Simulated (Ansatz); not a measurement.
`O[SiH2]F` + `F[C](F)F`• → `O[SiH]F`• + trifluoromethane at 298.15 K and 1 bar (hydrogen abstraction from the Si–H bond).

Gas-phase electronic energies from Ansatz, PBE0-D4/def2-TZVP geometries. CBS: MP2 limit from def2 TZ/QZ plus the TZ coupled-cluster correction, frozen cores. This one scheme is used for every species. No spin–orbit coupling; open shells (•) take unrestricted orbitals. Each species was taken in one conformer, which may not be the lowest.

```
    species  CCSD(T)/CBS energy (Eh)  H − E (kJ/mol)  S (J/(mol·K))
 `O[SiH2]F`               -465.96250           103.4          276.2
`F[C](F)F`•               -337.34656            43.9          264.3
 `O[SiH]F`•               -465.30075            77.6          280.5
   `FC(F)F`               -338.02896            78.4          259.5
```

H − E and S are ideal-gas, rigid-rotor, harmonic terms from PBE0-D4/def2-TZVP, for one conformer and one mirror image of each species, with the whole ground term of open shells counted as degenerate. 1 Eh = 2625.50 kJ/mol, R = 8.31446 J/(mol·K).

**Question.** By hand: ΔE, ΔH, ΔS and ΔG.

**Answer.** ΔE = (-465.30075) + (-338.02896) − (-465.96250) − (-337.34656) = -0.02065 Eh = -54.2 kJ/mol. Δ(H − E) = 77.6 + 78.4 − 103.4 − 43.9 = 8.7, so ΔH = -45.5 kJ/mol. ΔS = 280.5 + 259.5 − 276.2 − 264.3 = -0.5 J/(mol·K). ΔG = -45.5 − 298.15 × (-0.5)/1000 = -45.4 kJ/mol.

**Question.** By hand: the equilibrium constant, and the temperature at which ΔG would vanish if ΔH and ΔS stayed fixed.

**Answer.** log₁₀ K = −ΔG/(RT ln 10) = 8.0. ΔG = 0 at ΔH/ΔS = 91000 K, far beyond where these terms or the molecules hold.

The number of gas molecules stays the same, so ΔS is small and ΔH decides. A doubt of 5 kJ/mol in ΔE shifts log₁₀ K by 0.9 here. Other conformers and mirror images would add mixing entropy, several J/(mol·K) or more a flexible species. These are equilibria of isolated gas molecules and say nothing of rates. Largest T1 diagnostic: 0.014 (customary marks: 0.02 for closed shells, 0.045 for open ones).
